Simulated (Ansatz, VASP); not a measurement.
## One calculation of CdSe (Cadmoselite), two programs

```
Cd Se
1.0
     4.35659    0.00000    0.00000
    -2.17829    3.77291    0.00000
     0.00000    0.00000    7.11238
Cd Se
2 2
Direct
  0.66667 0.33333 0.50000
  0.33333 0.66667 0.00000
  0.66667 0.33333 0.88500
  0.33333 0.66667 0.38500
```

Alike in both runs: task single point; functional BLYP; k mesh 7 × 7 × 4; occupations fermi-dirac, width 0.05 eV; no spin polarisation.

|  | VASP | Ansatz |
| --- | --- | --- |
| version | VASP 6.6.1 | Ansatz 0.2.0 |
| potentials or method | VASP PAW PBE potentials, release 64 (Cd, Se) | Ansatz PAW |
| plane-wave cutoff (eV) | 520 | 420 |
| valence electrons in the cell | 36 | 72 |

Ansatz gave:

```
gap on the k mesh at the Fermi level (eV)       : 0.54
least direct gap on the mesh (eV)               : 0.54
pressure (GPa)                                  : 3.6
largest component of the traceless stress (GPa) : 1.09
rms of the force components (eV/Å)              : 0.154
```

Question: Estimate VASP's values.

Answer: gap on the k mesh at the Fermi level (eV): 0.57; least direct gap on the mesh (eV): 0.57; pressure (GPa): 4.0; largest component of the traceless stress (GPa): 1.16; rms of the force components (eV/Å): 0.160.

Atom by atom the forces differ by 0.006 eV/Å (rms over components). The functional is the same, so the differences come from potentials, cutoffs and numerics. The two sets of potentials don't hold the same shells in valence.

Caveats: the PAW data sets were made with another functional, which shifts forces and pressure a little (VASP); odd divisions of the mesh miss points on the zone boundary, where band edges often lie, so the gap on the mesh can be too wide (Ansatz); the PAW data sets come from PBE, with cores solved anew for the run's functional, which leaves a small shift of forces and pressure (Ansatz). A hybrid or GW would open this gap; BLYP tends to underestimate it.
